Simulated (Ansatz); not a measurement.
Crystal: MnO.

```
Mn O
1.0
     2.97129   -1.71698    0.00000
     2.97129    1.71698    0.00000
    -1.98463    0.00000    2.81031
Mn O
1 1
Direct
  0.50020 0.50020 0.50067
  0.74980 0.74980 0.24934
```

The cell comes from a database or a generator and needn't be the stable form of this composition.

Program: Ansatz 0.2.0. Alike in all runs: task band structure; potentials or basis all-electron LAPW, scalar-relativistic; spin collinear, ferromagnetic start; cell as given; k mesh 9 × 9 × 9; smearing fermi-dirac 0.05 eV; basis error allowed 0.001 eV/atom.

Problem. Order these runs on this cell by their pressure, lowest first.
A. level PBEsol; cutoff (eV) 365
B. level LDA; cutoff (eV) 365
C. level PBE; cutoff (eV) 366

Solution. B (-12.9 GPa), A (-8.4 GPa), C (-3.9 GPa).

Caveats: a cell with one magnetic atom can't hold antiferromagnetic order, which such compounds often take.
